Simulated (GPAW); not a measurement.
# InSe (R3m) in GPAW: single point with LDA

Aim: the single point of InSe with LDA.

Everything below comes from runs of GPAW 26.7.0. Logs are shortened: lines on timing, memory, paths and dates and some standing lists are left out, and cuts for length are marked. The log counts tension as positive stress, the text compression.

## 1. Starting point

Symmetry: R3m, No. 160, trigonal system. The conventional cell has a = 4.000 Å, b = 4.000 Å, c = 25.320 Å, α = 90.00°, β = 90.00°, γ = 120.00°. In (site symmetry 3m) has 3 Se at 2.63 Å and 1 In at 2.82 Å as nearest neighbours. Around In (site symmetry 3m) lie 3 Se at 2.64 Å and 1 In at 2.82 Å. Around Se (site symmetry 3m) lie 3 In at 2.63 Å. Se (site symmetry 3m) has 3 In at 2.64 Å as nearest neighbours.

## 2. Single point, LDA

The input, run.py:

```python
from ase.dft.bandgap import bandgap
from ase.io import read, write
from ase.units import GPa
from gpaw import GPAW, PW

atoms = read('POSCAR')

calc = GPAW(mode=PW(400),
            xc='LDA',
            kpts={'size': (6, 6, 6), 'gamma': True},
            occupations={'name': 'fermi-dirac', 'width': 0.01},
            nbands=32,
            convergence={'density': 1e-05, 'energy': 1e-05},
            maxiter=150,
            txt='gpaw.txt')
atoms.calc = calc
energy = atoms.get_potential_energy()
forces = atoms.get_forces()
stress = atoms.get_stress()
calc.write('gs.gpw')
write('result.traj', atoms)
print(f'Energy: {energy:.6f} eV')
print('Forces (eV/A):')
print(forces.round(4))
print('Stress (GPa):', (stress / GPa).round(3))
print('Fermi level:', round(calc.get_fermi_level(), 4), 'eV')
print(f'Gap: {bandgap(calc)[0]:.4f} eV, direct: {bandgap(calc, direct=True)[0]:.4f} eV')
```

The input, POSCAR:

```
InSe
1.0
    2.0000000000      1.1547005384      8.4400000000
   -2.0000000000      1.1547005384      8.4400000000
    0.0000000000     -2.3094010768      8.4400000000
In Se
2 2
Direct
    0.8886000000      0.8886000000      0.8886000000
    0.0000000000      0.0000000000      0.0000000000
    0.1719000000      0.1719000000      0.1719000000
    0.3835000000      0.3835000000      0.3835000000
```

Potentials or basis: the program's PAW data sets (release 1.2.1) made for this functional, pw.

Run with:

```console
> OMP_NUM_THREADS=1 python run.py
```

gpaw.txt:

```text
__  _  _
 | _ |_)|_||  |
 |__||  | ||/\| - 26.7.0

Input parameters:
  mode=PW(ecut=400.0),
  convergence={'density': 1e-05, 'energy': 1e-05},
  kpts=MonkhorstPack(size=(6, 6, 6), gamma=True),
  maxiter=150,
  nbands=32,
  occupations=Occupations(name='fermi-dirac', width=0.01),
  xc=XC(name='LDA')

Diagonalizing LCAO Hamiltonian
Converting LCAO to pw mode

       In

       Se

       Se

       In

Atoms  # Å, Bohr magnetons
|   | symbol |        x |         y |         z |    initial magnetic moments |
|---|--------|----------|-----------|-----------|-----------------------------|
| 0 |     In | 0.000000 | -0.000000 | 22.499352 | ( 0.0000,  0.0000,  0.0000) |
| 1 |     In | 0.000000 |  0.000000 |  0.000000 | ( 0.0000,  0.0000,  0.0000) |
| 2 |     Se | 0.000000 | -0.000000 |  4.352508 | ( 0.0000,  0.0000,  0.0000) |
| 3 |     Se | 0.000000 | -0.000000 |  9.710220 | ( 0.0000,  0.0000,  0.0000) |

Unit cell  # Å
| periodic |         x |         y |        z |  lengths |    angles |
|----------|-----------|-----------|----------|----------|-----------|
|      yes |  2.000000 |  1.154701 | 8.440000 | 8.750253 | 26.425182 |
|      yes | -2.000000 |  1.154701 | 8.440000 | 8.750253 | 26.425182 |
|      yes |  0.000000 | -2.309401 | 8.440000 | 8.750253 | 26.425182 |

Number of symmetries: 6
Symmetry operations  # r_c * U_cc + t_c -> r_c
|   | kind |            matrix            |
|---|------|------------------------------|
| 0 |  E   |  1, 0, 0,  0, 1, 0,  0, 0, 1 |
| 1 |  σ   |  1, 0, 0,  0, 0, 1,  0, 1, 0 |
| 2 |  σ   |  0, 1, 0,  1, 0, 0,  0, 0, 1 |
| 3 |  C3  |  0, 1, 0,  0, 0, 1,  1, 0, 0 |
| 4 |  C3  |  0, 0, 1,  1, 0, 0,  0, 1, 0 |
| 5 |  σ   |  0, 0, 1,  0, 1, 0,  1, 0, 0 |

BZ-sampling:
  Number of BZ points: 216
  Number of IBZ points: 32

  Monkhorst-Pack size: [6, 6, 6]
  Monkhorst-Pack shift: [0.08333333333333333, 0.08333333333333333, 0.08333333333333333]

K-points  # in reciprocal-cell coordinates
|     |                                coordinates |     weight |
|-----|--------------------------------------------|------------|
|   0 | (  0.00000000,   0.00000000,   0.00000000) | 0.00462963 |
|   1 | (  0.16666667,   0.00000000,  -0.16666667) | 0.02777778 |
|   2 | (  0.16666667,   0.00000000,   0.00000000) | 0.02777778 |
|   3 | (  0.16666667,   0.16666667,  -0.16666667) | 0.02777778 |
|   4 | (  0.16666667,   0.16666667,   0.00000000) | 0.02777778 |
|   5 | (  0.16666667,   0.16666667,   0.16666667) | 0.00925926 |
|   6 | (  0.33333333,  -0.16666667,  -0.16666667) | 0.02777778 |
|   7 | (  0.33333333,   0.00000000,  -0.33333333) | 0.02777778 |
|   8 | (  0.33333333,   0.00000000,  -0.16666667) | 0.05555556 |
|   9 | (  0.33333333,   0.00000000,   0.00000000) | 0.02777778 |
| ... |                                            |            |
|  31 | (  0.50000000,   0.50000000,   0.50000000) | 0.00462963 |

Plane wave coefficients: 2163
Cutoff: 400.0 eV

Spin-components: 1 (collinear spins)
Bands:           32
Projectors:      22
Spin-degeneracy: 2
Datatype:        complex128

Density:
  Valence electrons: 38.0
  Components: 1
  Grid points: [42 42 42]
  Charge: 0.0  # |e|

Potential:
  Grid points: [42 42 42]

species:
  In:
    name:    Indium
    Z:       49.0
    valence: 13
    core:    36
    charge:  0.0  # [|e|]
    compensation charges:
      type: gauss
      rc: 0.36  # [Å]
      lmax: 2
    cutoffs:
      filter: 2.09  # [Å]
      core: 2.48  # [Å]
    projectors
    | kind |    occ | energy [eV] | rcut [Å] |
    |------|--------|-------------|----------|
    |   5s |  2.000 |      -8.474 |    1.185 |
    |   5p |  1.000 |      -2.700 |    1.244 |
    |   4d | 10.000 |     -18.723 |    1.148 |
    |    s |        |      18.738 |    1.185 |
    |    p |        |      24.512 |    1.244 |
    |    d |        |       8.489 |    1.148 |

    Using partial waves for In as LCAO basis

  Se:
    name:    Selenium
    Z:       34.0
    valence: 6
    core:    28
    charge:  0.0  # [|e|]
    compensation charges:
      type: gauss
      rc: 0.27  # [Å]
      lmax: 2
    cutoffs:
      filter: 1.77  # [Å]
      core: 2.67  # [Å]
    projectors
    | kind |    occ | energy [eV] | rcut [Å] |
    |------|--------|-------------|----------|
    |   4s |  2.000 |     -17.472 |    0.847 |
    |   4p |  4.000 |      -6.656 |    1.005 |
    |    s |        |       9.739 |    0.847 |
    |    p |        |      20.555 |    1.005 |
    |    d |        |       0.000 |    0.847 |

    Using partial waves for Se as LCAO basis

Reference energy: -451702.928124  # eV

eigensolver:
  PPCG
  Converge bands: occupied
  niter=2

density mixing:
  MSR1-Mixer
  Pratt-step length: 0.05
  Maximum mixing coefficient: 0.75
  Old densities: 10
  SVD Regularization: 0.005
  Good broyden scale: 1.0
  Trust region scale: 1.0
  Backstep threshold: 4.0
  History deletion threshold: 6.0
  Fourier metric: weight=20.0, sigma=0.015

occupation numbers:
  Fermi-Dirac:
    width: 0.0100  # eV

poisson solver:
  ecut: 3200.0  # eV

xc functional:
  name: None

convergence criteria:
[... 6 lines left out ...]
|iter     | |      energy | eigst |  dens |
|---------|-|-------------|-------|-------|
|iter:   1| |  -17.201773 | -0.46 |       |
|iter:   2| |  -17.111899 | -2.29 | -1.25 |
|iter:   3| |  -16.837032 | -2.05 | -1.30 |
|iter:   4| |  -16.796528 | -3.08 | -1.70 |
|iter:   5| |  -16.794655 | -3.78 | -2.23 |
|iter:   6| |  -16.793674 | -4.49 | -2.56 |
|iter:   7| |  -16.793681 | -5.53 | -3.30 |
|iter:   8| |  -16.793682c| -6.82 | -3.95 |
|iter:   9| |  -16.793682c| -7.75c| -4.62 |
|iter:  10| |  -16.793682c| -7.98c| -4.92 |
|iter:  11| |  -16.793682c| -8.47c| -5.53c|

Converged in 11 steps
Energy contributions relative to reference atoms: (reference = -451702.928124)

Energy contributions:
  Kinetic:          40.511642
  Coulomb:         -38.636999
  Zero:              0.472235
  External:          0.000000
  Xc:              -19.140560
  Entropy:          -0.000000
  Spinorbit:         0.000000
  ----------------------------
  Free energy:     -16.793682
  Extrapolated:    -16.793682

dipole moment: (0.000000, 0.000000, -68.359938)  # |e|*Ang

Fermi level: 4.490
Eigenvalues  # (at kpt = [0.000, 0.000, 0.000])
| band index |      eig [eV] | occ [0-2] |
|------------|---------------|-----------|
|          0 |       -10.232 |     2.000 |
|        ... |               |           |
|         11 |        -8.804 |     2.000 |
|         12 |        -1.979 |     2.000 |
|         13 |         0.871 |     2.000 |
|         14 |         2.808 |     2.000 |
|         15 |         3.083 |     2.000 |
|         16 |         3.083 |     2.000 |
|         17 |         3.174 |     2.000 |
|         18 |         3.174 |     2.000 |
|         19 |         5.931 |     0.000 |
|         20 |         6.289 |     0.000 |
|         21 |         8.683 |     0.000 |
|         22 |         8.683 |     0.000 |
|         23 |         9.449 |     0.000 |
|         24 |         9.758 |     0.000 |
|         25 |         9.758 |     0.000 |
|         26 |        11.780 |     0.000 |
|        ... |               |           |
|         31 |        14.195 |     0.000 |

Gap: 0.207 eV
Transition (v -> c):
  (s=0, k=31, n=18, [0.50, 0.50, 0.50]) -> (s=0, k=31, n=19, [0.50, 0.50, 0.50])
No difference between direct/indirect transitions

Forces  # eV/Ang
|       x |        y |        z |
|---------|----------|----------|
| 0.00000 |  0.00000 |  0.24645 |  # In   0
| 0.00000 |  0.00000 | -0.22983 |  # In   1
| 0.00000 | -0.00000 |  0.08556 |  # Se   2
| 0.00000 |  0.00000 | -0.10227 |  # Se   3

Stress tensor  # eV/Ang^3
|        x |         y |        z |
|----------|-----------|----------|
| 0.020564 | -0.000000 | 0.000000 |
| 0.000000 |  0.020564 | 0.000000 |
| 0.000000 |  0.000000 | 0.028627 |

# Writing to gs.gpw (mode='')
```

Wall time 2.6 min (1 thread of Arm Neoverse V1, shared host); peak memory 0.29 GiB.

These settings aren't checked as converged: the numbers below hold their error.

Results:

```
Free energy            : -16.7937 eV
Pressure               : -3.7 GPa
Largest force          : 0.246 eV/Å
Band gap on the k mesh : 0.21 eV, direct
```

Caveat: the cutoff is short for stress and forces, so pressures can be off by a GPa or more; spin-orbit coupling is left out, which moves the levels of the heavy elements; the program warned that so skewed a cell can give wrong results.
